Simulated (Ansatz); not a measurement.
# CuO: band structure with PBE

CuO:

```xyz
4
Lattice="0.0000 -2.1166 -2.1166 -2.1166 0.0000 -2.1166 2.1166 2.1166 -4.2331" Properties=species:S:1:pos:R:3 pbc="T T T"
Cu    0.0233   -0.0336   -4.1419
Cu    0.0233    2.0829   -6.2584
O    -0.0233    0.0336   -6.4409
O    -0.0233    0.0336   -2.2078
```

The cell comes from a database or a generator and needn't be the stable form of this composition.

```yaml
Program: Ansatz 0.2.0
Task: band structure
Functional: PBE
Potentials_or_basis: Ansatz PAW
Cutoff: "420 eV (not typed: the program's choice for these potentials)"
k_mesh: 10 × 10 × 6
Occupations: fermi-dirac, width 0.05 eV
Spin: no spin polarisation
Path: "[[\"G\", \"L\", \"B1\"], [\"B\", \"Z\", \"G\", \"X\"], [\"Q\", \"F\", \"P1\", \"Z\"], [\"L\", \"P\"]]"
Points_for_each_segment_of_the_path: 14
```

```
Pressure               : 5.6 GPa
Largest force          : 1.199 eV/Å
Band gap on the k mesh : none (metal or under the smearing width)
```

Forces in eV/Å, atoms in the order of the input:
```
Cu  -0.220  0.314 -1.136
Cu  -0.220  0.314 -1.136
O    0.220 -0.314  1.136
O    0.220 -0.314  1.136
```

Stress tensor (GPa, compression positive):
```
 2.80  0.22 -0.67
 0.22  3.54  1.03
-0.67  1.03 10.58
```

Levels at the corners of the path, in eV from the Fermi level:
```tsv
point	band 21	band 22	band 23	band 24	band 25	band 26	band 27	band 28	band 29	band 30
Γ	-1.63	-1.56	-1.44	-1.17	0.53	0.69	1.34	5.84	9.40	13.79
L	-1.50	-1.50	-0.61	-0.61	-0.29	-0.29	7.11	7.11	9.45	9.45
B1	-1.72	-1.55	-1.01	-0.97	-0.20	-0.10	7.82	7.93	9.13	9.13
B	-1.56	-1.51	-1.05	-0.98	-0.10	-0.08	7.86	7.86	9.17	9.17
Z	-1.88	-1.88	-0.17	-0.17	-0.05	-0.05	4.12	4.12	11.98	11.98
Γ	-1.63	-1.56	-1.44	-1.17	0.53	0.69	1.34	5.84	9.40	13.79
X	-1.75	-1.54	-1.13	-0.88	-0.17	-0.09	7.86	8.10	8.89	9.40
Q	-1.63	-1.49	-1.18	-0.96	-0.13	-0.06	7.76	8.29	8.80	9.46
F	-1.66	-1.65	-1.47	-1.47	0.46	0.60	5.50	5.88	9.40	10.58
P1	-1.62	-1.49	-1.47	-1.29	0.22	0.45	5.75	6.37	9.24	10.52
Z	-1.88	-1.88	-0.17	-0.17	-0.05	-0.05	4.12	4.12	11.98	11.98
L	-1.50	-1.50	-0.61	-0.61	-0.29	-0.29	7.11	7.11	9.45	9.45
P	-1.61	-1.44	-1.42	-1.31	0.37	0.64	5.76	6.28	9.24	10.49
```

Run time: 24 s on 2 threads of Arm Neoverse V2, with other jobs on the host, peak memory 0.61 GiB.

Caveat: the pressure holds a Pulay correction of +0.8 GPa for the finite cutoff; the run has no spin polarisation, though such a crystal can be magnetic; semilocal functionals often make such compounds metallic where correlation or magnetic order opens a gap, which also shifts bond lengths; forces of over 1 eV/Å show positions far from the minimum, so gaps and moduli don't describe the material at rest. With open d or f shells a metallic result of PBE can be an artefact of self-interaction; +U or a hybrid may open a gap.
